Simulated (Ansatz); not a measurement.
# 1T-SnSTe monolayer in a perpendicular field, part 2 of 2

Aim: how the 1T-SnSTe monolayer screens a field along its normal, and what the field does to its bands. A positive field points along +c.

Ansatz 0.2.0; plane-wave DFT, PBE-D3(BJ), Ansatz PAW (set soft_1); PAW set soft_1.

So far. Step 2 (Relaxation): The lattice constant a goes from 3.742 to 3.846 Å.

### Step 3. Atoms held, field 0

A sawtooth potential applies the field, turning back in the middle of the vacuum. With the dipole correction the typed value is the field outside the slab. The induced dipole is small, so the SCF threshold is tight.

The cell differs from the one that the last finished run ended in (c 35.831 → 21.333 Å).

input.yaml

```yaml
crystal:
  lattice:
    - [3.84606597, 0.0, 0.0]
    - [-1.923032985, 3.3307908347, 0.0]
    - [0.0, 0.0, 21.3327729543]
  atoms:
    - { symbol: Te, position: [0.6666666667, 0.3333333333, 0.421886082] }
    - { symbol: Sn, position: [0.0, 0.0, 0.5112966514] }
    - { symbol: S, position: [0.3333333333, 0.6666666667, 0.578113918] }
kpoints:
  mp_grid: { grid: [12, 12, 1] }
  band_path:
    path: [[0, 0, 0], [0.5, 0, 0], [0.33333333, 0.33333333, 0], [0, 0, 0]]
    npoints: 16
hamiltonian:
  xc: pbe
  dispersion: d3bj
  pseudopotentials: { kind: paw, azcp: { folder: soft_1 } }
scf:
  occupations: { method: fermi_dirac, width: 0.02585 }
  convergence: { dr2_threshold: 1.0e-10 }
efield:
  axis: 3
  dipole_correction: true
  ramp_position: 0.97
  ramp_width: 0.06
  amplitude: 0
output:
  dos: { projected: true, e_range: [-6, 5] }
  write_potential: true
  write_density: true
  volumetric_format: npy
  elf: true
```

The run is started by

```bash
$ ansatz run input.yaml --threads 2 --pin off --max-ram 3072MiB --backend cpu --events-out ev --progress --plain --runs-dir out
```

Numbers of over 12 decimals in the logs are rounded to 6 here.

The log of the run:

```text
[...]
Crystal: 3 atoms, lattice volume = 273.282 Å³
Basis set: ecut = 420 eV, 5351 PW (Γ)
Bands: 22, of which v1, the nominal top of the filled ones, is band 18 counted from 1 (17 counted from 0)
Symmetry: 6 space group operations
[...]
k-points: 19 of 144 (time reversal used)
[...]
SCF iter   1: F=—  HF=-13907.949126 eV  |F-HF|=—  |Δ(HF+E_count)|=         —  Δρ=1.63e-2  dr2=1.44e0  ethr=3.10e-3  p=0.000 e·Å  D=3.98e-8 V/Å  ΔV_dip=-0.00 eV  dr2_dipole=1.00e-1  V_vac-E_F(+/−)=5.49/5.49 eV  ⟨swp⟩=11.5  Hψ=2879  notcnv=0
efield: sawtooth ramp at fractional position 0.9700 (set: `efield.ramp_position`, or a place that a band, a saddle search or an elastic batch's reference lends), width 0.0600; the density the first Hamiltonian is built on has a dipole p = 0.000 e·Å; the dipole correction subtracts the counter field D = 3.98e-8 V/Å, which shifts the + side's vacuum level by -0.00 eV against the − side's; the planar-averaged density in the ramp window peaks in size at 8.6e-7 e/Å³
[...]
SCF iter   2: F=—  HF=-13907.733575 eV  |F-HF|=—  |Δ(HF+E_count)|=   2.16e-1  Δρ=9.58e-3  dr2=5.92e-1  ethr=3.10e-3  p=-0.076 e·Å  D=-5.06e-2 V/Å  ΔV_dip=1.08 eV  dr2_dipole=8.32e-2  V_vac-E_F(+/−)=5.60/4.52 eV  ⟨swp⟩=3.7  Hψ=968  notcnv=0
[...]
SCF iter  11: F=-13907.626993 eV  HF=-13907.626993 eV  |F-HF|=1.35e-10  |Δ(HF+E_count)|=   1.12e-9  Δρ=1.61e-7  dr2=5.17e-11  ethr=1.00e-12  p=-0.049 e·Å  D=-3.23e-2 V/Å  ΔV_dip=0.69 eV  dr2_dipole=4.40e-12  V_vac-E_F(+/−)=5.44/4.76 eV  ⟨swp⟩=4.6  Hψ=1452  notcnv=0
SCF 1 converged in 11 iterations: F = -13907.626993 eV  dr2 = 5.17e-11
[...]
NSCF: frozen V_eff on 49 k-points
efield: sawtooth ramp at fractional position 0.9700 (kept from the solve that this one continues, or follows in the run), width 0.0600; the density the first Hamiltonian is built on has a dipole p = -0.049 e·Å; the dipole correction subtracts the counter field D = -3.23e-2 V/Å, which shifts the + side's vacuum level by +0.69 eV against the − side's; the planar-averaged density in the ramp window peaks in size at 8.8e-7 e/Å³
WARN: The output density's exchange-correlation potential varies sharply where the density is thin. Do not read a vacuum level from v_tot or v_xc, or from such a field of the output density. On a cell that repeats whose density bears no net charge and no dipole along the vacuum's axis use v_es (v_loc + v_h of the components); under efield.dipole_correction with no amplitude use v_es + v_field, which holds any externa [...]
SCF converged after 11 iterations
Free energy (F): -13907.626993 eV
[...]
Internal energy: -13907.624195 eV  (E = F + TS)
E sigma→0 (E₀):  -13907.625594 eV
Entropy (-TS):   -0.002798 eV (-0.933 meV/atom)
Fermi energy:    -1.059947 eV
Dipole field:    D = -0.032286 V/Å  (p = -0.048759 e·Å, saw-weighted, corrected)
Work function:   Φ+ = 5.4448 eV   Φ− = 4.7560 eV
Levels:          The Fermi level and band energies are counted from a zero that moves with the ramp; work functions are not
[...]
--- Band table (eV; the first three rows and the last of 19) ---
  k-point 0: bands = [... 14 lower, -2.9958, -2.9958, -0.7717, -0.7717, -0.5593, 1.9442, 2.6247, 2.6247]
  k-point 1: bands = [... 14 lower, -3.1401, -3.0966, -1.4252, -0.8647, -0.1973, 2.1670, 2.5943, 2.7815]
  k-point 2: bands = [... 14 lower, -3.3515, -3.0757, -2.4780, -1.0895, 0.1023, 1.9362, 3.1305, 3.1503]
  k-point 18: bands = [... 14 lower, -5.1853, -5.0999, -3.0015, -2.5272, -0.4924, 2.6706, 3.2612, 3.9426]
```

It took 14 s on 2 threads of Arm Neoverse V1, shared host; peak memory 0.51 GiB.

Reading the cycles: dr2 is the Hartree energy of the density residual (eV), the measure of convergence; HF is the Harris–Foulkes estimate of the energy, which meets the free energy F at convergence.

This step gave:

```yaml
energy_at_zero_smearing: -13907.6256 eV
work_function_upper_face: 5.445 eV
work_function_lower_face: 4.756 eV
dipole_along_the_normal: -0.04876 e·Å
step_between_the_vacuum_levels: 0.6887 eV
```

Running mean over a fixed 2.5 Å (it still follows the layers) of the planar mean; the ramp of the sawtooth is left out. Electron's electrostatic potential energy less the Fermi level against z:

z (Å), electron's electrostatic potential energy less the Fermi level (eV) and a bar from the least value:
```
      3.0       4.76 ############################
      3.5       4.76 ############################
      4.0       4.76 ############################
      4.5       4.76 ############################
      5.0       4.75 ############################
      5.5       4.74 ############################
      6.0       4.70 ############################
      6.5       4.51 ###########################
      7.0       3.75 #########################
      7.5       1.94 ####################
      8.0       0.05 ###############
      8.5      -1.92 ##########
      9.0      -3.43 ######
      9.5      -4.73 ##
     10.0      -4.94 #
     10.5      -5.21 #
     11.0      -5.31 
     11.5      -5.44 
     12.0      -4.23 ###
     12.5      -2.30 #########
     13.0      -0.03 ###############
     13.5       2.21 #####################
     14.0       4.18 ###########################
     14.5       5.17 #############################
     15.0       5.38 ##############################
     15.5       5.43 ##############################
     16.0       5.44 ##############################
     16.5       5.44 ##############################
     17.0       5.44 ##############################
     17.5       5.44 ##############################
     18.0       5.44 ##############################
```

The density of states has structure finer than the step of the table below, so its rows give means over 0.2 eV, whole bins alone (the curve runs from -6 to 1.99 eV). Peaks (eV: height): -4.65: 4.69, -3.11: 8.15, -2.03: 10.5, -1.67: 6.87, -1.62: 6.87, -1.45: 6.52, 1.17: 5.04.

Density of states against energy, zero at the Fermi level; means over each step:

energy (eV), density of states (states/eV a cell) and a bar:
```
     -5.4        0.0 
     -5.2        0.0 
     -5.0        1.2 #########
     -4.8        1.7 ##############
     -4.6        2.3 ##################
     -4.4        1.0 ########
     -4.2        1.7 #############
     -4.0        1.6 #############
     -3.8        1.8 ##############
     -3.6        1.9 ###############
     -3.4        2.3 ##################
     -3.2        3.8 ##############################
     -3.0        3.1 #########################
     -2.8        1.8 ##############
     -2.6        1.6 #############
     -2.4        1.3 ##########
     -2.2        1.3 ##########
     -2.0        3.7 #############################
     -1.8        3.0 ########################
     -1.6        3.3 ##########################
     -1.4        2.7 #####################
     -1.2        1.8 ##############
     -1.0        1.6 #############
     -0.8        1.6 #############
     -0.6        1.2 #########
     -0.4        0.9 #######
     -0.2        1.0 ########
      0.0        1.3 ##########
      0.2        1.3 ##########
      0.4        1.1 #########
      0.6        2.3 ##################
      0.8        1.6 #############
      1.0        1.6 #############
      1.2        1.4 ###########
      1.4        0.0
```

Projected DOS per atom over height of the atomic layer and energy from the Fermi level. Layers: Te Sn S from below.

Values in states/eV, 22 rows by 3 columns, each cell a mean:
```
0.00 0.00 0.00
0.00 0.00 0.00
0.44 0.59 0.51
0.66 0.68 0.60
0.49 0.40 0.34
0.69 0.29 0.24
0.69 0.11 0.13
1.06 0.11 0.27
1.10 0.09 0.45
1.50 0.09 0.89
2.08 0.17 1.60
0.60 0.17 1.07
0.34 0.26 0.88
0.55 0.52 1.41
0.80 0.71 1.54
0.44 0.52 0.92
0.42 0.50 0.80
0.32 0.35 0.44
0.61 0.70 0.72
0.20 0.21 0.18
0.00 0.00 0.00
0.00 0.00 0.00
```
Columns: height of the atomic layer (Å) from 9 to 12.3 (not evenly spaced); rows upwards: energy from the Fermi level (eV) from -5.96 to 1.96.

The electronic bands at the labelled points (eV, zero at the Fermi level):

```csv
point,band 15,band 16,band 17,band 18,band 19,band 20,band 21,band 22
Γ,-1.94,-1.94,0.29,0.29,0.50,3.00,3.68,3.68
halfway,-2.60,-2.52,-1.74,-0.29,0.84,3.10,4.46,4.49
M,-3.13,-3.13,-1.62,-0.72,-0.30,3.19,3.98,4.45
halfway,-3.92,-3.25,-1.71,-1.48,0.43,3.93,4.14,4.31
K,-4.13,-4.04,-1.94,-1.47,0.57,3.73,4.32,5.00
halfway,-3.56,-2.32,-1.76,-0.99,1.18,3.74,3.77,4.71
Γ,-1.94,-1.94,0.29,0.29,0.50,3.00,3.68,3.68
```

The electronic bands as a text plot (rows in eV, shown from -7.8 to 3.7 only):

```
    3.4 |***          ******  ****          *******   ***********
    3.0 |** **********      **                                 **
    2.5 |
    2.0 |
    1.5 |
    1.0 |   ********                            *************
    0.6 |***        **            **************             ****
    0.1 |********     ****     ***                        *******
   -0.4 |   *    ******** *****                        ***   **
   -0.9 |    **          *******                    ***   ***
   -1.3 |      *                ********************     *
   -1.8 |************************************** *****************
   -2.3 |***********                           *   ****   *******
   -2.8 |    **    ******                       ***    ******
   -3.3 |      **     ***************        ***      ****
   -3.7 |        ***             *** **** ***   *******
   -4.2 |           **              ************ ***
   -4.7 |             ****        ***************
   -5.2 |                 ********
   -5.7 |
   -6.1 |********                                        ********
   -6.6 |        ****                               *****
   -7.1 |            ****                       ****
   -7.6 |                ***********************
         Γ                   M           K                      Γ
```

Electrostatic potential energy in the ca plane at fractional y = 0.000, with atoms of Sn within 0.2 Å of it. With pseudopotentials it is smooth inside the atoms' cores, unlike the true potential.

Ten even steps from '0' (-23 eV) to '9' (4 eV), each cell a mean:
```
99999999999999999999872078116899999999999999
99999999999999999998875000047899999999999999
99999999999999999988887533578899999999999999
99999999999999999876678877888889999999999999
99999999999999999865568888887789999999999999
99999999999999999875678888887889999999999999
99999999999999999887777766778899999999999999
99999999999999999988886300268899999999999999
99999999999999999999873023027899999999999999
99999999999999999999871199216899999999999999
```
Columns run along c (16.0 Å, from fractional 0.09 to 0.84 of the cell; values clipped at the 3rd and 97th percentile), rows up along a (3.8 Å). Atoms in or near the plane, at fractional coordinates: Sn at (0.51, 0.00).

Valence density in the ca plane at fractional y = 0.000, with atoms of Sn within 0.2 Å of it. It is the smooth field of the valence electrons, not physical close to the nuclei.

Values in units of 1e0 e/Å³, 6 rows by 16 columns, each cell a mean:
```
0.0 0.0 0.0 0.0 0.0 0.0 0.0 0.1 2.5 4.1 0.2 0.0 0.0 0.0 0.0 0.0
0.0 0.0 0.0 0.0 0.0 0.0 0.1 0.2 0.3 0.4 0.2 0.0 0.0 0.0 0.0 0.0
0.0 0.0 0.0 0.0 0.0 0.0 0.2 0.3 0.2 0.2 0.3 0.1 0.0 0.0 0.0 0.0
0.0 0.0 0.0 0.0 0.0 0.0 0.2 0.3 0.2 0.2 0.2 0.1 0.0 0.0 0.0 0.0
0.0 0.0 0.0 0.0 0.0 0.0 0.1 0.2 0.6 0.9 0.2 0.0 0.0 0.0 0.0 0.0
0.0 0.0 0.0 0.0 0.0 0.0 0.0 0.1 3.5 5.8 0.2 0.0 0.0 0.0 0.0 0.0
```
Columns run along c (16.0 Å, from fractional 0.09 to 0.84 of the cell), rows up along a (3.8 Å). Atoms in or near the plane, at fractional coordinates: Sn at (0.51, 0.00).

ELF in the ca plane at fractional y = 0.000, with atoms of Sn within 0.2 Å of it. It is the smooth field of the valence electrons, not physical close to the nuclei.

Values, 6 rows by 16 columns, each cell a mean:
```
0.00 0.00 0.00 0.01 0.06 0.16 0.26 0.08 0.22 0.06 0.01 0.00 0.00 0.00 0.00 0.00
0.00 0.00 0.01 0.09 0.40 0.51 0.41 0.26 0.41 0.35 0.09 0.01 0.00 0.00 0.00 0.00
0.00 0.00 0.01 0.22 0.66 0.60 0.46 0.20 0.61 0.67 0.26 0.02 0.00 0.00 0.00 0.00
0.00 0.00 0.01 0.19 0.62 0.61 0.47 0.23 0.58 0.61 0.22 0.01 0.00 0.00 0.00 0.00
0.00 0.00 0.00 0.05 0.27 0.40 0.37 0.23 0.33 0.23 0.05 0.00 0.00 0.00 0.00 0.00
0.00 0.00 0.00 0.01 0.03 0.11 0.23 0.03 0.21 0.05 0.00 0.00 0.00 0.00 0.00 0.00
```
Columns run along c (16.0 Å, from fractional 0.17 to 0.92 of the cell), rows up along a (3.8 Å). Atoms in or near the plane, at fractional coordinates: Sn at (0.51, 0.00).

The work function of the upper face is 5.44 eV.

### Step 4. Atoms held, field 0.1 V/Å

input.yaml, as its differences from that of step 3:

```diff
@@ -24,7 +24,6 @@
   dipole_correction: true
-  ramp_position: 0.97
-  ramp_width: 0.06
-  amplitude: 0
+  ramp_position: 0.9414
+  ramp_width: 0.1017
+  amplitude: 0.1
 output:
-  dos: { projected: true, e_range: [-6, 5] }
   write_potential: true
@@ -32,2 +31 @@
   volumetric_format: npy
-  elf: true
```

The log of the run:

```text
[...]
Crystal: 3 atoms, lattice volume = 273.282 Å³
Basis set: ecut = 420 eV, 5351 PW (Γ)
Bands: 22, of which v1, the nominal top of the filled ones, is band 18 counted from 1 (17 counted from 0)
Symmetry: 6 space group operations
[...]
k-points: 19 of 144 (time reversal used)
[...]
--- Band table (eV; the first three rows and the last of 19) ---
  k-point 0: bands = [... 14 lower, -2.9862, -2.9862, -0.7738, -0.7738, -0.5552, 1.9287, 2.6283, 2.6283]
  k-point 1: bands = [... 14 lower, -3.1349, -3.0873, -1.4275, -0.8667, -0.1936, 2.1620, 2.5601, 2.7849]
  k-point 2: bands = [... 14 lower, -3.3426, -3.0711, -2.4798, -1.0910, 0.1049, 1.9319, 3.0747, 3.1337]
  k-point 18: bands = [... 14 lower, -5.1809, -5.0966, -2.9947, -2.5308, -0.4913, 2.6679, 3.2613, 3.9386]
[key lines of the parts left out:]
SCF converged after 11 iterations
Free energy (F): -13907.624087 eV
Fermi energy:    -1.059965 eV
Dipole field:    D = -0.006200 V/Å  (p = -0.009363 e·Å, saw-weighted, corrected)
```

The job ended after 14 s (2 threads; peak memory 0.47 GiB).

The dipole is -0.00936 e·Å, 0.0394 e·Å from its value without field.

### Step 5. Single point, field -0.1 V/Å

input.yaml, as its differences from that of step 4:

```diff
@@ -26,3 +26,3 @@
   ramp_width: 0.1017
-  amplitude: 0.1
+  amplitude: -0.1
 output:
```

The log of the run:

```text
[...]
Crystal: 3 atoms, lattice volume = 273.282 Å³
Basis set: ecut = 420 eV, 5351 PW (Γ)
Bands: 22, of which v1, the nominal top of the filled ones, is band 18 counted from 1 (17 counted from 0)
Symmetry: 6 space group operations
[...]
k-points: 19 of 144 (time reversal used)
[...]
--- Band table (eV; the first three rows and the last of 19) ---
  k-point 0: bands = [... 14 lower, -2.9956, -2.9956, -0.7598, -0.7598, -0.5540, 1.9659, 2.6309, 2.6309]
  k-point 1: bands = [... 14 lower, -3.1356, -3.0962, -1.4132, -0.8531, -0.1915, 2.1789, 2.6260, 2.7877]
  k-point 2: bands = [... 14 lower, -3.3506, -3.0708, -2.4665, -1.0784, 0.1091, 1.9478, 3.1369, 3.2067]
  k-point 18: bands = [... 14 lower, -5.1802, -5.0935, -2.9985, -2.5139, -0.4838, 2.6827, 3.2702, 3.9559]
[key lines of the parts left out:]
SCF converged after 11 iterations
Free energy (F): -13907.633838 eV
Fermi energy:    -1.050339 eV
Dipole field:    D = -0.058353 V/Å  (p = -0.088128 e·Å, saw-weighted, corrected)
```

Run time: 15 s. Hardware: 2 threads; peak memory 0.47 GiB; 28 s of CPU time.

The dipole is -0.0881 e·Å, -0.0394 e·Å from its value without field.

### Step 6. Response, atoms held

This step: plane-wave DFT, PBE-D3(BJ), Ansatz PAW (set soft_1); response to a field along the normal, atoms held; PAW set soft_1 (Ansatz 0.2.0).

The dipoles give the slope, and the difference of two potentials shows where the field is screened.

This step gave:

```
equivalent conductor thickness p/(ε₀AE) : 5.563 Å
distance between the outer atoms        : 3.333 Å
```

The dipole of the cell by applied field:

```csv
applied field (V/Å),dipole of the cell (e·Å)
-0.1000,-0.0881
0.0000,-0.0488
0.1000,-0.00936
```

Local field over the applied field, running mean. From the potentials at -0.1 and 0.1 V/Å; running mean over 2.5 Å. Table of local field over applied field by z:

```csv
z (Å),local field over applied field
4.15,0.999
4.44,0.998
4.89,0.994
5.19,0.989
5.63,0.973
5.93,0.952
6.22,0.917
6.67,0.830
6.96,0.747
7.26,0.649
7.70,0.493
8.00,0.387
8.44,0.236
8.74,0.149
9.04,0.0847
9.48,0.0382
9.78,0.0293
10.07,0.0262
10.52,0.0261
10.81,0.0316
11.26,0.0542
11.56,0.0760
11.85,0.106
12.30,0.186
12.59,0.265
12.89,0.361
13.33,0.519
13.63,0.624
14.07,0.769
14.37,0.849
14.67,0.909
15.11,0.961
15.41,0.979
15.70,0.989
16.15,0.996
16.44,0.998
16.89,0.999
17.18,1.000
```

Electrons, planar mean, per unit field. Induced electron density against z:

```csv
z (Å),induced electron density (e/Å³ per V/Å)
4.5,1.1e-5
5.0,3.3e-5
5.5,9.9e-5
6.0,2.8e-4
6.5,7.0e-4
7.0,0.00165
7.5,0.00304
8.0,0.00323
8.5,0.00117
9.0,8.0e-4
9.5,5.4e-4
10.0,-6.2e-4
10.5,-7.8e-4
11.0,2.6e-4
11.5,4.9e-4
12.0,-7.9e-4
12.5,-0.00128
13.0,-0.00311
13.5,-0.00313
14.0,-0.00161
14.5,-6.4e-4
15.0,-2.3e-4
15.5,-7.5e-5
16.0,-2.3e-5
16.5,-6.9e-6
17.0,-2.0e-6
```

By hand: between -0.1 and 0.1 V/Å the dipole changes by 0.07877 e·Å, a slope of 0.3938 e·Å²/V. A perfect conductor of thickness t has p = ε₀AEt, so t = 180.95 × 0.3938 / 12.810 = 5.56 Å (e/ε₀ = 180.95 V·Å, A in Å²).

The induced dipole is that of a conductor 5.56 Å thick.

### Step 7. Summary of results

```
gap without field                          : none
work function, upper face                  : 5.44 eV
step between the vacuum levels             : 0.689 eV
equivalent conductor thickness, atoms held : 5.56 Å
```

What this shows: The induced dipole equals that of a perfect conductor 5.56 Å thick, while the outer atoms lie 3.33 Å apart. The two faces differ: the vacuum level above lies 0.69 eV higher than the one below. There is no gap over 0.03 eV, with or without the field. Spin-orbit coupling is left out, which matters for the bands of elements this heavy.

[Logs are printed without paths, hosts, clocks, repeated set-up lines and the standing remarks that a program may print on its own settings, such as how far it seeks lower states.]

[Hosts, paths, dates, database ids (printed as entryN), source tags and the programs' standing remarks are cut or masked in the printed files.]

[Maps of the electrostatic potential energy from Ansatz leave out the sawtooth potential of an applied field or a dipole correction, so their vacuum need not be flat; planar profiles and work functions include it.]

[The density of states shown here was stored with 400 of the rows of the run's finer table, so its peaks can read low, often by over a quarter, or be missed, and its means over a window can be off by a tenth or more.]
